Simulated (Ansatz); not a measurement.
The system is Mg.

```
Mg
1.0
    -1.77276    1.77276    1.77276
     1.77276   -1.77276    1.77276
     1.77276    1.77276   -1.77276
Mg
1
Direct
  0.00000 0.00000 0.00000
```

This isn't the form of Mg at room conditions, which is hcp.

Base run:

* Program: Ansatz 0.2.0
* Functional: RPBE
* Potentials or basis: all-electron LAPW, scalar-relativistic
* Cutoff: 118 eV (chosen from the basis error)
* Basis error allowed: 0.001 eV/atom
* k mesh: 11 × 11 × 11
* Occupations: gaussian, width 0.02 eV
* Spin: no spin polarisation

Its results: band gap on the k mesh none (metal or under the smearing width); pressure 2.1 GPa.

**Question.** The run is repeated on the same cell with these changes: functional from RPBE to LDA. What comes out?

**Answer.** Band gap on the k mesh none (metal or under the smearing width); pressure -1.3 GPa.

LDA binds more tightly than RPBE, so the same cell stands under less pressure.
